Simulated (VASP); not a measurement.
# Ag (P6_3/mmc) in VASP: settings compared

The runs below take Ag through single point, with PBE, PBE+U.

All numbers are computed with VASP 6.6.1; they aren't measurements. Logs are shortened: lines on timing, memory, paths and dates and some standing lists are left out, and cuts for length are marked.

**1. Starting point**

Symmetry: P6_3/mmc, No. 194, hexagonal system. Conventional cell: a = 2.922 Å, b = 2.922 Å, c = 4.702 Å, α = 90.00°, β = 90.00°, γ = 120.00°. Ag (site symmetry -6m2) is surrounded by 12 Ag at 2.89 to 2.92 Å.

This isn't the form of Ag at room conditions, which is fcc.

**2. Single point, PBE**

Contents of INCAR:

```
SYSTEM = Ag
PREC = Accurate ; ENCUT = 520
EDIFF = 1E-7 ; ISMEAR = 0
SIGMA = 0.1 ; LREAL = .False.
LASPH = .True. ; NELM = 100
ALGO = Normal ; ISIF = 2
LWAVE = .False. ; LCHARG = .True.
GGA = PE ; LELF = .True.
LVHAR = .True. ; NBANDS = 18
```

Contents of KPOINTS:

```
regular mesh
0
Gamma
  6 6 4
  0 0 0
```

Contents of POSCAR:

```
Ag
1.0
    2.9222991408      0.0000000000      0.0000000000
   -1.4611495704      2.5307852934      0.0000000000
    0.0000000000      0.0000000000      4.7016618100
Ag
2
Direct
    0.3333333300      0.6666666700      0.2500000000
    0.6666666700      0.3333333300      0.7500000000
```

Potentials or basis: VASP PAW PBE potentials, release 64 (Ag).

On the command line:

```bash
cat potpaw_PBE.64/Ag/POTCAR > POTCAR
mpirun -np 1 vasp_std > vasp.out
```

OUTCAR:

```text
SYSTEM = Ag
   PREC = Accurate
   ENCUT = 520
   EDIFF = 1E-7
   ISMEAR = 0
   LREAL = .False.
   LASPH = .True.
   NELM = 100
   ISIF = 2
   GGA = PE

 ion  position               nearest neighbor table
   1  0.333  0.667  0.250-   2 2.89   2 2.89   2 2.89   2 2.89   2 2.89   2 2.89
   2  0.667  0.333  0.750-   1 2.89   1 2.89   1 2.89   1 2.89   1 2.89   1 2.89

  LATTYP: Found a hexagonal cell.
 ALAT       =     2.9222991408
 C/A-ratio  =     1.6088913501

  Lattice vectors:

 A1 = (   2.9222991408,   0.0000000000,   0.0000000000)
 A2 = (  -1.4611495704,   2.5307852934,   0.0000000000)
 A3 = (   0.0000000000,   0.0000000000,   4.7016618100)

Analysis of symmetry for initial positions (statically):
=====================================================================
 Subroutine PRICEL returns:
 Original cell was already a primitive cell.

 Routine SETGRP: Setting up the symmetry group for a
 hexagonal supercell.

 Subroutine GETGRP returns: Found 24 space group operations
 (whereof 12 operations were pure point group operations)
 out of a pool of 24 trial point group operations.

The static configuration has the point symmetry D_3d.
 The point group associated with its full space group is D_6h.

Analysis of symmetry for dynamics (positions and initial velocities):
=====================================================================
 Subroutine PRICEL returns:
 Original cell was already a primitive cell.

 Routine SETGRP: Setting up the symmetry group for a
 hexagonal supercell.

 Subroutine GETGRP returns: Found 24 space group operations
 (whereof 12 operations were pure point group operations)
 out of a pool of 24 trial point group operations.

The dynamic configuration has the point symmetry D_3d.
 The point group associated with its full space group is D_6h.

 Subroutine INISYM returns: Found 24 space group operations
 (whereof 12 operations are pure point group operations),
 and found     1 'primitive' translations

----------------------------------------------------------------------------------------

                                     Primitive cell

  volume of cell :      34.7721

  direct lattice vectors                    reciprocal lattice vectors
     2.922299141  0.000000000  0.000000000     0.342196316  0.197567135  0.000000000
    -1.461149570  2.530785293  0.000000000     0.000000000  0.395134270  0.000000000
     0.000000000  0.000000000  4.701661810     0.000000000  0.000000000  0.212690755

  length of vectors
[... 78 lines left out ...]
   EDIFF  = 0.1E-06   stopping-criterion for ELM
   LREAL  =      F    real-space projection
   EDIFFG = 0.1E-05   stopping-criterion for IOM
   NSW    =      0    number of steps for IOM
   IBRION =     -1    ionic relax: 0-MD 1-quasi-New 2-CG
   NFREE  =      0    steps in history (QN), initial steepest desc. (CG)
   ISIF   =      2    stress and relaxation
   ISYM   =      2    0-nonsym 1-usesym 2-fastsym
   POTIM  = 0.5000    time-step for ionic-motion
   TEBEG  =    0.0;   TEEND  =   0.0 temperature during run
   PSTRESS=    0.0 pullay stress
   NELECT =      22.0000    total number of electrons
   NUPDOWN=      -1.0000    fix difference up-down
   EMIN   =  10.00;   EMAX   =-10.00  energy-range for DOS
   EFERMI =   0.00;   METHOD = LEGACY
   ISMEAR =     0;   SIGMA  =   0.10  broadening in eV -4-tet -1-fermi 0-gaus
   EFERMI_NEDOS =   21; number of points for ismear=-14 and -15
   IALGO  =     38    algorithm
   IMIX   =      4    mixing-type and parameters
     AMIX     =   0.40;   BMIX     =  1.00
     AMIX_MAG =   1.60;   BMIX_MAG =  1.00
  volume/ion in A,a.u.               =      17.39       117.33
  Fermi-wavevector in a.u.,A,eV,Ry     =   1.405417  2.655853 26.874194  1.975198
  Thomas-Fermi vector in A             =   2.527880
   LORBIT       =      0    0 simple, 1 ext, 2 COOP (PROOUT), +10 PAW based schemes
   GGA     = PE    functional components
   LHFCALC =     F    Hartree Fock is set to
   AEXX    =    0.0000 exact exchange contribution
   IVDW    =     0    specifies the selected vdW correction
   LEPSILON=     F    determine dielectric tensor
   LRPA    =     F    only Hartree local field effects (RPA)
 non-spin polarized calculation
 Gauss-broadening in eV      SIGMA  =   0.10
  energy-cutoff  :      520.00
  volume of cell :       34.77
 maximum number of plane-waves:       966
 NGX is ok and might be reduce to    24
   NGX = 11   NGY = 11   NGZ = 17

 number of electron      22.0000012 magnetization

 Free energy of the ion-electron system (eV)
  ---------------------------------------------------
  ext. energy  EPLUGINS =         0.00000000
  ---------------------------------------------------
  free energy    TOTEN  =        -5.38289401 eV

  energy without entropy =       -5.37924097  energy(sigma->0) =       -5.38106749

 E-fermi :   8.0074     XC(G=0): -12.0891

 val. band max:        7.9270281244   @ k =   0.0000   0.0000   0.0000
 cond. band min:       8.2346150062   @ k =   0.5000   0.0000   0.0000
 fundamental gap:      0.3075868818
 Fermi energy:         8.0073891348

 k-point     1 :       0.0000    0.0000    0.0000
  band No.  band energies     occupation
      1       0.5381      2.00000
      2       1.9041      2.00000
      3       3.4942      2.00000
      4       3.5351      2.00000
      5       3.5351      2.00000
      6       3.7789      2.00000
[... 418 lines left out ...]
      5       3.6175      2.00000
      6       3.6175      2.00000
[... 10 lines left out ...]
     17      24.7992      0.00000
     18      24.7992      0.00000

------------------------ aborting loop because EDIFF is reached ----------------------------------------

  FORCE on cell =-STRESS in cart. coord.  units (eV):
  Direction    XX          YY          ZZ          XY          YZ          ZX
  --------------------------------------------------------------------------------------
  -------------------------------------------------------------------------------------
  Total        0.7923442      0.7923442      0.5975453      0.0000000     -0.0000000      0.0000000
  in kB       36.5084270     36.5084270     27.5327809      0.0000000     -0.0000000      0.0000000
  external PRESSURE =      33.5165450 kB  Pullay stress =       0.0000000 kB

 VOLUME and BASIS-vectors are now :
 -----------------------------------------------------------------------------
  energy-cutoff  :      520.00
  volume of cell :       34.77
      direct lattice vectors                 reciprocal lattice vectors
     2.922299141  0.000000000  0.000000000     0.342196316  0.197567135  0.000000000
    -1.461149570  2.530785293  0.000000000     0.000000000  0.395134270  0.000000000
     0.000000000  0.000000000  4.701661810     0.000000000  0.000000000  0.212690755

 POSITION                                       TOTAL-FORCE (eV/Angst)
 -----------------------------------------------------------------------------------
     -0.00000      1.68719      1.17542         0.000000     -0.000000      0.000000
      1.46115      0.84360      3.52625         0.000000      0.000000      0.000000
 -----------------------------------------------------------------------------------
    total drift:                               -0.000002      0.000001     -0.000000

  FREE ENERGIE OF THE ION-ELECTRON SYSTEM (eV)
  ---------------------------------------------------
  free  energy   TOTEN  =        -5.3828940060 eV

  energy  without entropy=       -5.3792409692  energy(sigma->0) =       -5.38106749
```

stdout:

```text
POSCAR found type information on POSCAR Ag
 POSCAR found :  1 types and       2 ions
 scaLAPACK will be used
 LDA part: xc-table for (Slater+PW92), standard interpolation
 POSCAR, INCAR and KPOINTS ok, starting setup
 FFT: planning ... GRIDC
 FFT: planning ... GRID_SOFT
 FFT: planning ... GRID
 WAVECAR not read
 entering main loop
```

It took 9.7 s on 1 thread of Intel Xeon Platinum 8488C (Sapphire Rapids), shared host; peak memory 0.15 GiB.

Results:

| Property | Result |
| --- | --- |
| Free energy | -5.3829 eV |
| Pressure | 3.4 GPa |
| Band gap on the k mesh | none (metal or under the smearing width) |

Levels at points of the mesh, in eV from the Fermi level:
```tsv
k point	band 7	band 8	band 9	band 10	band 11	band 12	band 13	band 14	band 15	band 16
(0.00, 0.00, 0.00)	-4.23	-3.96	-3.96	-2.93	-2.93	-0.08	3.85	15.64	17.90	17.94
(0.50, 0.00, 0.00)	-3.63	-2.83	-2.72	-2.69	0.23	1.60	7.06	7.30	9.49	10.52
(0.00, 0.00, 0.50)	-4.28	-4.28	-3.23	-3.23	-3.23	-3.23	11.49	11.49	16.00	16.00
(0.50, 0.00, 0.50)	-2.97	-2.97	-2.74	-2.74	0.93	0.93	4.61	4.61	13.52	13.52
```

Caveat: the k mesh is coarse (spacing up to 0.41 Å⁻¹), so the values aren't converged.

**3. Single point, PBE+U**

Contents of INCAR:

```
PREC = Accurate
ENCUT = 520
EDIFF = 1E-7
ISMEAR = -5
SIGMA = 0.1
LREAL = F
LASPH = T
NELM = 150
ALGO = Normal
ISIF = 2
LWAVE = F
LCHARG = F
LMAXMIX = 4
LDAU = T
LDAUTYPE = 2
LDAUL = 2
LDAUU = 2.3
LDAUJ = 0
LDAUPRINT = 1
GGA = PE
NBANDS = 18
```

Contents of KPOINTS:

```
regular mesh
0
Gamma
  6 6 4
```

Contents of POSCAR:

```
Ag
1.0
    2.9222991408      0.0000000000      0.0000000000
   -1.4611495704      2.5307852934      0.0000000000
    0.0000000000      0.0000000000      4.7016618100
Ag
2
Direct
    0.3333333333      0.6666666667      0.2500000000
    0.6666666667      0.3333333333      0.7500000000
```

Potentials or basis: VASP PAW PBE potentials, release 64 (Ag).

On the command line:

```bash
cat potpaw_PBE.64/Ag/POTCAR > POTCAR
mpirun -np 1 vasp_std > vasp.out
```

It took 12 s on 1 thread of Intel Xeon Platinum 8488C (Sapphire Rapids), shared host; peak memory 0.15 GiB.

The run converged. Its results:

- Free energy: -3.8318 eV
- Pressure: 2.0 GPa
- Band gap on the k mesh: none (metal or under the smearing width)

Levels at points of the mesh, in eV from the Fermi level:
```
           k point  band 8  band 9  band 10  band 11  band 12  band 13  band 14  band 15
(0.00, 0.00, 0.00)   -4.76   -4.76    -3.73    -3.73    -0.05     3.64    15.63    17.85
(0.50, 0.00, 0.00)   -3.64   -3.53    -3.49     0.09     1.41     7.05     7.21     9.44
(0.00, 0.00, 0.50)   -4.68   -4.03    -4.03    -4.03    -4.03    11.32    11.32    16.02
(0.50, 0.00, 0.50)   -3.74   -3.54    -3.54     0.92     0.92     4.43     4.43    13.48
```

Eigenvalues of the final occupation matrices:
```
    site  spin  trace               eigenvalues
site 1 d     1   4.65  0.93 0.93 0.93 0.93 0.93
site 1 d     2   4.65  0.93 0.93 0.93 0.93 0.93
site 2 d     1   4.65  0.93 0.93 0.93 0.93 0.93
site 2 d     2   4.65  0.93 0.93 0.93 0.93 0.93
```

Caveat: the k mesh is coarse (spacing up to 0.41 Å⁻¹), so the values aren't converged; U without spin polarisation on a metal has little footing; the U is typed as a test and isn't derived for this compound; tetrahedron occupations give inexact forces and stress in metals.
